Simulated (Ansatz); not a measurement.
# Si2Ni: the cost of one run

Computed with Ansatz 0.2.0 (DFT PBE, scalar-relativistic, plane waves, PAW, unless a step's input says otherwise).

3 further runs of the same task are left out: 2 that didn't finish, 1 set aside as unsound or not needed.

### Step 1. The structure to begin with

It takes space group Fm-3m (No. 225, cubic). The conventional cell has a = 5.447 Å, b = 5.447 Å, c = 5.447 Å, α = 90.00°, β = 90.00°, γ = 90.00°. Si (site symmetry -43m) has 4 Ni at 2.36 Å in its first shell of neighbours. Around Ni (site symmetry m-3m) lie 8 Si at 2.36 Å.

Structure file:

```
Si Ni
1.0
     0.00000    2.72343    2.72343
     2.72343    0.00000    2.72343
     2.72343    2.72343    0.00000
Si Ni
2 1
Direct
  0.25000 0.25000 0.25000
  0.75000 0.75000 0.75000
  0.00000 0.00000 0.00000
```

It is the result of an earlier relaxation at this level (volume 13.47 Å³/atom; gap on the mesh: none (metal)).

### Step 2. Static run: bands, density of states and charges

input.yaml reads:

```yaml
crystal:
  lattice:
    - [0.0, 2.7234320587, 2.7234320587]
    - [2.7234320587, 0.0, 2.7234320587]
    - [2.7234320587, 2.7234320587, 0.0]
  atoms:
    - { symbol: Si, position: [0.25, 0.25, 0.25] }
    - { symbol: Si, position: [0.75, 0.75, 0.75] }
    - { symbol: Ni, position: [0.0, 0.0, 0.0] }
basis:
  ecutwfc: 420
kpoints:
  mp_grid: { grid: [14, 14, 14] }
  band_path:
    path:
      - [[0.0, 0.0, 0.0], [0.5, 0.0, 0.5], [0.625, 0.25, 0.625]]
      - [[0.375, 0.375, 0.75], [0.0, 0.0, 0.0], [0.5, 0.5, 0.5], [0.5, 0.25, 0.75], [0.5, 0.0, 0.5]]
    npoints: 14
hamiltonian:
  xc: pbe
scf:
  occupations: { method: gaussian, width: 0.1 }
  n_extra_bands: 7
output:
  forces: true
  stress: true
  eigenvalues: true
  populations: true
  dos: { projected: true, de: 0.02, nscf_kmesh: { grid: [21, 21, 21] } }
  bader: true
```

The run is started by

```console
ansatz run input.yaml --threads 1 --pin off --max-ram 2560MiB --backend cpu --events-out ev --progress --plain --runs-dir out
```

**Question.** How long does this run take on 1 thread of Arm Neoverse V1, shared host, and how much memory does it need?

About 40 s, with a peak of 0.39 GiB.
